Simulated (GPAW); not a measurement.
Runs of GPAW 26.7.0 on ZrS2. It takes space group P-3m1 (No. 164, trigonal). The conventional cell has a = 3.691 Å, b = 3.691 Å, c = 6.041 Å, α = 90.00°, β = 90.00°, γ = 120.00°. Zr (site symmetry -3m) is surrounded by 6 S at 2.57 Å. S (site symmetry 3m) is surrounded by 3 Zr at 2.57 Å. The cell is a database's computed one.

```tsv
cell	target pressure	gap on the mesh (eV)	pressure (GPa)
relaxed to 30 GPa	30 GPa	none	30.0
relaxed to 10 GPa	10 GPa	none	10.0
relaxed to 2 GPa	2 GPa	0.51	2.0
relaxed	-	(a)	0.0
relaxed to 20 GPa	20 GPa	none	20.0
relaxed to 5 GPa	5 GPa	0.22	5.0
```

Alike in all rows: task relaxation of cell and atoms; level PBEsol; potentials or basis PAW data sets generated in the run's folder for this functional, pw; no spin polarisation; k mesh 6 × 6 × 3; cutoff (eV) 600; smearing fermi-dirac 0.05 eV.

Fill in the values left out.

(a) 0.84.

Caveats: later steps reuse the first step's grids; this functional lacks dispersion, which binds the layers, so the pressure and a relaxed spacing across them are unreliable; an odd mesh through Γ misses points on the zone boundary, where band edges often lie (some runs).

A k mesh can miss the band edges, and the runs leave out spin-orbit coupling on Zr.

A gap of «none» marks a metal or a gap under the smearing width.
